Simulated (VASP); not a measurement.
# Li (R-3m) in VASP: single point with RPBE

Aim: the single point of Li with RPBE.

Everything below comes from runs of VASP 6.6.1. Logs are shortened: lines on timing, memory, paths and dates and some standing lists are left out, and cuts for length are marked.

### Step 1. The crystal as given

Symmetry: R-3m, No. 166, trigonal system. The conventional cell has a = 3.101 Å, b = 3.101 Å, c = 22.765 Å, α = 90.00°, β = 90.00°, γ = 120.00°. Li (site symmetry 3m) is surrounded by 12 Li at 3.09 to 3.10 Å. Li (site symmetry -3m) is surrounded by 12 Li at 3.10 Å.

This isn't the form of Li at room conditions, which is bcc.

### Step 2. Single point, RPBE

File run.py:

```python
from ase.calculators.vasp import Vasp
from ase.dft.bandgap import bandgap
from ase.io import read

atoms = read('Li.cif')
calc = Vasp(
    directory='calc',
    xc='rpbe',
    pp='PBE',
    setups='minimal',
    prec='Accurate',
    encut=500,
    ediff=1e-06,
    ismear=0,
    sigma=0.05,
    lreal=False,
    lasph=True,
    nelm=60,
    algo='Normal',
    isif=2,
    lwave=False,
    lcharg=False,
    kpts=[10, 10, 10],
    gamma=True,
    nbands=8,
)
atoms.calc = calc

print('energy (eV):', atoms.get_potential_energy())
print('free energy (eV):', atoms.get_potential_energy(force_consistent=True))
print('forces (eV/A):')
print(atoms.get_forces())
print('stress (eV/A^3, Voigt):', atoms.get_stress())
print('Fermi level (eV):', calc.get_fermi_level())
gap, top, bottom = bandgap(calc)
print('band gap (eV):', gap, 'from (spin, k, band)', top, 'to', bottom)
```

File Li.cif:

```cif
data_Li
_cell_length_a 7.79664654
_cell_length_b 7.79664654
_cell_length_c 7.79664654
_cell_angle_alpha 22.94148858
_cell_angle_beta 22.94148858
_cell_angle_gamma 22.94148858
_space_group_name_H-M_alt 'P1'
_space_group_name_Hall 'P 1'
_space_group_IT_number 1
loop_
_space_group_symop_operation_xyz
'x,y,z'
loop_
_atom_site_label
_atom_site_type_symbol
_atom_site_symmetry_multiplicity
_atom_site_Wyckoff_symbol
_atom_site_fract_x
_atom_site_fract_y
_atom_site_fract_z
_atom_site_occupancy
Li1 Li 1 a 0.7780000000 0.7780000000 0.7780000000 1
Li2 Li 1 a 0.2220000000 0.2220000000 0.2220000000 1
Li3 Li 1 a 0.0000000000 0.0000000000 0.0000000000 1
```

Potentials or basis: VASP PAW PBE potentials, release 64 (Li).

Started as:

```
$ python run.py
```

The program printed:

```text
energy (eV): -5.40667583
free energy (eV): -5.40762519
forces (eV/A):
[[-0.00852215 -0.00172932 -0.00102584]
 [ 0.00852215  0.00172932  0.00102584]
 [ 0.         -0.          0.        ]]
stress (eV/A^3, Voigt): [ 1.35042929e-03 -1.03227623e-03 -1.09859457e-03  6.06997435e-05
  2.99130510e-04  5.04264024e-04]
Fermi level (eV): 0.32759513
band gap (eV): 0.0 from (spin, k, band) (None, None, None) to (None, None, None)
```

OUTCAR:

```text
ENCUT = 500.000000
   EDIFF = 1.00e-06
   GGA = RP
   PREC = Accurate
   ISIF = 2
   ISMEAR = 0
   NELM = 60
   LASPH = .TRUE.
   LREAL = .FALSE.

 ion  position               nearest neighbor table
   1  0.778  0.778  0.778-   2 3.09   2 3.09   2 3.09   3 3.10   3 3.10   3 3.10
   2  0.222  0.222  0.222-   1 3.09   1 3.09   1 3.09   3 3.10   3 3.10   3 3.10
   3  0.000  0.000  0.000-   1 3.10   1 3.10   2 3.10   2 3.10   2 3.10   1 3.10

  LATTYP: Found a trigonal (rhomboedric) cell.
 ALAT       =     7.7966465400
 COS(alpha) =     0.9209033946

  Lattice vectors:

 A1 = (   7.7966465400,   0.0000000000,   0.0000000000)
 A2 = (   7.1799582655,   3.0390617920,   0.0000000000)
 A3 = (   7.1799582655,   1.4569615154,   2.6670507529)

Analysis of symmetry for initial positions (statically):
=====================================================================
 Subroutine PRICEL returns:
 Original cell was already a primitive cell.

 Routine SETGRP: Setting up the symmetry group for a
 trigonal (rhombohedral) supercell.

 Subroutine GETGRP returns: Found 12 space group operations
 (whereof 12 operations were pure point group operations)
 out of a pool of 12 trial point group operations.

The static configuration has the point symmetry D_3d.

Analysis of symmetry for dynamics (positions and initial velocities):
=====================================================================
 Subroutine PRICEL returns:
 Original cell was already a primitive cell.

 Routine SETGRP: Setting up the symmetry group for a
 trigonal (rhombohedral) supercell.

 Subroutine GETGRP returns: Found 12 space group operations
 (whereof 12 operations were pure point group operations)
 out of a pool of 12 trial point group operations.

The dynamic configuration has the point symmetry D_3d.

 Subroutine INISYM returns: Found 12 space group operations
 (whereof 12 operations are pure point group operations),
[... 156 lines left out ...]
 Gauss-broadening in eV      SIGMA  =   0.05
  energy-cutoff  :      500.00
  volume of cell :       63.19
 maximum number of plane-waves:      1624
 NGX is ok and might be reduce to    60
   NGX = 29   NGY = 29   NGZ = 29

 number of electron       3.0000000 magnetization

 Free energy of the ion-electron system (eV)
  ---------------------------------------------------
  ext. energy  EPLUGINS =         0.00000000
  ---------------------------------------------------
  free energy    TOTEN  =        -5.40762519 eV

  energy without entropy =       -5.40572646  energy(sigma->0) =       -5.40667583

 E-fermi :   0.3276     XC(G=0):  -6.6171

 val. band max:        0.3218610193   @ k =   0.5000   0.0000   0.0000
 cond. band min:       0.3360353803   @ k =  -0.4000   0.1000   0.1000
 fundamental gap:      0.0141743610
 Fermi energy:         0.3275951349

 k-point     1 :       0.0000    0.0000    0.0000
  band No.  band energies     occupation
      1      -3.1759      2.00000
      2      -1.2182      2.00000
      3      -1.2178      2.00000
      4       5.9026      0.00000
      5       5.9282      0.00000
      6      12.9778      0.00000
      7      12.9781      0.00000
      8      13.1216      0.00000
[... 419 lines left out ...]
 k-point    40 :      -0.1000    0.1000    0.1000
  band No.  band energies     occupation
      1      -2.5387      2.00000
      2      -0.6814      2.00000
      3      -0.4221      2.00000
      4       5.9893      0.00000
      5       6.4157      0.00000
      6       8.9491      0.00000
      7       9.5507      0.00000
      8      10.6049      0.00000

 [... further k-points ...]
[... 5 lines left out ...]
  --------------------------------------------------------------------------------------
  -------------------------------------------------------------------------------------
  Total       -0.0853395      0.0652341      0.0694250     -0.0318667     -0.0038359     -0.0189034
  in kB       -2.1636262      1.6538888      1.7601425     -0.8079200     -0.0972517     -0.4792599
  external PRESSURE =       0.4168017 kB  Pullay stress =       0.0000000 kB

 VOLUME and BASIS-vectors are now :
 -----------------------------------------------------------------------------
  energy-cutoff  :      500.00
  volume of cell :       63.19
      direct lattice vectors                 reciprocal lattice vectors
     7.796646540  0.000000000  0.000000000     0.128260271 -0.303022267 -0.179753465
     7.179958265  3.039061792  0.000000000     0.000000000  0.329048920 -0.179753465
     7.179958265  1.456961515  2.667050753     0.000000000  0.000000000  0.374945996

 POSITION                                       TOTAL-FORCE (eV/Angst)
 -----------------------------------------------------------------------------------
     17.23781      3.49791      2.07497        -0.008522     -0.001729     -0.001026
      4.91876      0.99812      0.59209         0.008522      0.001729      0.001026
      0.00000      0.00000      0.00000         0.000000     -0.000000      0.000000
 -----------------------------------------------------------------------------------
    total drift:                               -0.000000      0.000000     -0.000000

  FREE ENERGIE OF THE ION-ELECTRON SYSTEM (eV)
  ---------------------------------------------------
  free  energy   TOTEN  =        -5.4076251894 eV

  energy  without entropy=       -5.4057264628  energy(sigma->0) =       -5.40667583
```

INCAR:

```text
ENCUT = 500.000000
SIGMA = 0.050000
EDIFF = 1.00e-06
ALGO = Normal
GGA = RP
PREC = Accurate
ISIF = 2
ISMEAR = 0
NBANDS = 8
NELM = 60
LASPH = .TRUE.
LCHARG = .FALSE.
LWAVE = .FALSE.
LREAL = .FALSE.
```

Run time: 2.9 min. Hardware: 1 thread of AMD EPYC 9R45 (Zen 5), shared host; peak memory 0.4 GiB.

What came out:

| Item | Value |
| --- | --- |
| Free energy | -5.4076 eV |
| Pressure | 0.0 GPa |
| Largest force | 0.009 eV/Å |
| Band gap on the k mesh | none (metal or under the smearing width) |

Forces in eV/Å, atoms in the order of the input:
```
Li  -0.009 -0.002 -0.001
Li   0.009  0.002  0.001
Li   0.000  0.000  0.000
```

Levels at points of the mesh, in eV from the Fermi level:
```tsv
k point	band 1	band 2	band 3	band 4	band 5
(0.00, 0.00, 0.00)	-3.50	-1.55	-1.55	5.57	5.60
(0.50, 0.00, 0.00)	-0.01	0.85	1.09	3.64	3.79
(0.50, 0.50, 0.00)	0.28	0.38	1.18	3.13	4.37
(0.50, 0.50, 0.50)	-3.01	-3.01	0.06	2.83	10.33
```

Caveat: the PAW data sets were made with another functional, which shifts forces and pressure a little.
